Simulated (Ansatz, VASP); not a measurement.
# C in VASP and in Ansatz

```
C
1.0
     0.00000    2.21910    2.21910
     2.21910    0.00000    2.21910
     2.21910    2.21910    0.00000
C
2
Direct
  0.00000 0.00000 0.00000
  0.25000 0.25000 0.25000
```

Alike in both runs: task relaxation of cell and atoms; functional PBEsol; k mesh 8 × 8 × 8; occupations gaussian, width 0.1 eV; no spin polarisation.

```csv
,VASP,Ansatz
version,VASP 6.6.1,Ansatz 0.2.0
potentials or method,"VASP PAW PBE potentials, release 64 (C)","scalar-relativistic, plane waves, PAW"
plane-wave cutoff (eV),600,420
valence electrons in the cell,8,8
```

Ansatz gave:

| Item | Value |
| --- | --- |
| gap on the k mesh at the Fermi level, each at its own relaxed structure (eV) | 4.03 |
| relaxed volume (Å³/atom) | 5.61 |
| relaxed cell length with the largest relative difference (Å) | 2.513 |
| energy change over the relaxation (meV/atom) | -2316 |

Task: What did VASP give for the same quantities?

Result: gap on the k mesh at the Fermi level, each at its own relaxed structure (eV): 4.03; relaxed volume (Å³/atom): 5.62; relaxed cell length with the largest relative difference (Å): 2.514; energy change over the relaxation (meV/atom): -2314.

Caveats: the volume moved by over 15 % at a fixed basis, so the end points are rough (VASP); the PAW data sets were made with another functional, which shifts forces and pressure a little (VASP).
